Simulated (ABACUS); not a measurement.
## CoO under changes of volume

One of the cells (9.684 Å³/atom); the others are scaled copies at fixed shape and fractional positions:

```
CELL_PARAMETERS angstrom
0.00000 2.13150 2.13150
2.13150 0.00000 2.13150
2.13150 2.13150 0.00000
ATOMIC_POSITIONS crystal
Co 0.00000 0.00000 0.00000
O 0.50000 0.50000 0.50000
```

| Item | Value |
| --- | --- |
| Program | ABACUS 3.10.1 |
| Functional | PBE |
| Potentials or basis | PseudoDojo NC SR 0.4.1 PBE standard |
| Cutoff | 1361 eV |
| Density cutoff | 5442 eV |
| Basis | DZP LCAO (the cutoffs set its grid) |
| k mesh | 11 × 11 × 11 |
| Occupations | fermi-dirac, width 0.05 eV |
| Spin | collinear spin, ferromagnetic start |
| Starting moments | [2.0, 0.0] μB |

| volume (Å³/atom) | energy over the lowest point (meV/atom) | pressure (GPa) | moment (μB per cell) |
| --- | --- | --- | --- |
| 9.103 | 16.69 | 10.8 | 2.89 |
| 9.297 | ? | ? | ? |
| 9.490 | 0.97 | 2.5 | 2.97 |
| 9.684 | 0.00 | -1.2 | 2.99 |
| 9.878 | 3.79 | -4.6 | 2.99 |
| 10.071 | 11.42 | -7.7 | 3.00 |
| 10.265 | 22.63 | -10.5 | 3.00 |

**Question.** What does the run at 9.297 Å³/atom give?

**Answer.** Energy over the lowest point 6.26 meV/atom; pressure 6.5 GPa; moment 2.94 μB per cell.

Worked out: A Birch-Murnaghan fit of order 3 (a polynomial in V^(-2/3)) to the other rows has its minimum at 9.62 Å³/atom with B0 = V·E''(V) = 182 GPa and B' = 2.9. It gives 6.24 meV/atom at 9.297 Å³/atom, against the run's 6.26, and -dE/dV = 6.5 GPa, against 6.5. A parabola through the other rows of the moment, of slope 0.185 μB per Å³/atom there, gives 2.93 μB, against the run's 2.94.

Energies are extrapolated to zero smearing.

Caveats: the atomic orbitals were generated for these runs and aren't a published set; the basis of atomic orbitals isn't converged, which shifts pressures, moduli and gaps; a cell with one magnetic atom can't hold antiferromagnetic order, which such compounds often take.
